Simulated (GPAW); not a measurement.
LiH:

```
Li H
1.0
     0.00000    2.03675    2.03675
     2.03675    0.00000    2.03675
     2.03675    2.03675    0.00000
Li H
1 1
Direct
  0.00000 0.00000 0.00000
  0.50000 0.50000 0.50000
```

* Program: GPAW 26.7.0
* Task: relaxation of cell and atoms
* Functional: PBEsol
* Dispersion: D3
* Potentials or basis: PAW data sets generated in the run's folder for this functional
* Cutoff: 800 eV
* Basis: pw
* k mesh: 11 × 11 × 11
* Occupations: fermi-dirac, width 0.05 eV
* Spin: no spin polarisation

At the start: pressure -3.9 GPa; volume 8.45 Å³/atom.

**Question.** Where does the relaxation end?

**Answer.** Over 4 steps the energy falls by 12.6 meV/atom and the volume is 7.50 Å³/atom (-11.2 %); space group Fm-3m (No. 225, to 0.05 Å).

The path:
```
step  energy change (eV)  largest force (eV/Å)  pressure (GPa)  volume (Å³)
   1              0.0000                0.0000           -3.91        16.90
   2             -0.0018                0.0000           -3.79        16.82
   3             -0.0250                0.0000            0.44        14.83
   4             -0.0253                0.0000           -0.04        15.00
```

Final structure:
```yaml
crystal:
  lattice:
    - [0.00000, 1.95751, 1.95751]
    - [1.95751, 0.00000, 1.95751]
    - [1.95751, 1.95751, 0.00000]
  atoms:
    - { symbol: Li, position: [0.00000, 0.00000, 0.00000] }
    - { symbol: H, position: [0.50000, 0.50000, 0.50000] }
```

Caveat: the data sets keep Ga 3d, Li 1s and Be 1s frozen, and some such compounds lay over 1.5 % in volume off other programs; later steps reuse the first step's grids.
